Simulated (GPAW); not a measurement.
Runs of GPAW 26.7.0 on Sb. Symmetry: I4/mmm, No. 139, tetragonal system. The conventional cell has a = 3.153 Å, b = 3.153 Å, c = 5.424 Å, α = 90.00°, β = 90.00°, γ = 90.00°. Sb (site symmetry 4/mmm) has 12 Sb at 3.15 to 3.51 Å as nearest neighbours. This isn't the form of Sb at room conditions, which is rhombohedral.

| task | level | potentials or basis | cell | k mesh | cutoff (eV) | maxiter | convergence | gap on the mesh (eV) | pressure (GPa) | V0 of scaled cells (Å³/atom) | B0 (GPa) |
| --- | --- | --- | --- | --- | --- | --- | --- | --- | --- | --- | --- |
| equation of state | PBEsol | PAW data sets generated in the run's folder for this functional, pw | as given | 12 × 12 × 12 | 600 | 150 | - | - | - | 26.32 | 68 |
| equation of state | LDA | the program's PAW data sets (release 1.2.1) made for this functional, pw | as given | 10 × 10 × 10 | 600 | 150 | - | - | - | (a) | 69 |
| single point | PBEsol | PAW data sets generated in the run's folder for this functional, pw | as given | 12 × 12 × 12 | 600 | 150 | - | none | -1.6 | - | - |
| single point | PBEsol | PAW data sets generated in the run's folder for this functional, pw | cell strained at random at fixed volume | 12 × 12 × 12 | 600 | 150 | - | none | -1.7 | - | - |
| single point | LDA | the program's PAW data sets (release 1.2.1) made for this functional, pw | as given | 10 × 10 × 10 | 450 | 120 | default | none | (b) | - | - |

Alike in all rows: no spin polarisation; smearing fermi-dirac 0.05 eV.

**Question.** Estimate the missing entries.

**Answer.** (a) 25.90; (b) -4.5.

Caveats: the cell was scaled at fixed shape and fractional positions, which overstates the stiffness of a crystal with free parameters, most of all of layers and chains (some runs); the cutoff is short for stress and forces, so pressures can be off by a GPa or more (some runs).

A k mesh can miss the band edges, and the runs leave out spin-orbit coupling on Sb.

A gap of «none» marks a metal or a gap under the smearing width.
